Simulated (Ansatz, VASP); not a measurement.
## Two plane-wave programs on AgCl

```xyz
2
Lattice="0.0000 2.7727 2.7727 2.7727 0.0000 2.7727 2.7727 2.7727 0.0000" Properties=species:S:1:pos:R:3 pbc="T T T"
Ag    0.0000    0.0000    0.0000
Cl    2.7727    2.7727    2.7727
```

Alike in both runs: task relaxation of cell and atoms; functional PBE; dispersion D3(BJ); k mesh 8 × 8 × 8; occupations gaussian, width 0.02 eV; no spin polarisation.

```csv
,VASP,Ansatz
version,VASP 6.6.1,Ansatz 0.2.0
potentials or method,"VASP PAW PBE potentials, release 64 (Ag, Cl)","scalar-relativistic, plane waves, PAW"
plane-wave cutoff (eV),600,420
valence electrons in the cell,18,26
```

```tsv
	VASP	Ansatz	Ansatz less VASP
gap on the k mesh at the Fermi level, each at its own relaxed structure (eV)	0.91	0.91	+0.002
relaxed volume (Å³/atom)	20.86	20.92	+0.055
relaxed cell length with the largest relative difference (Å)	3.893	3.897	+0.0034
energy change over the relaxation (meV/atom)	-1	-1	+0.3
```

The two sets of potentials don't hold the same shells in valence.

A k mesh can miss the band edges.
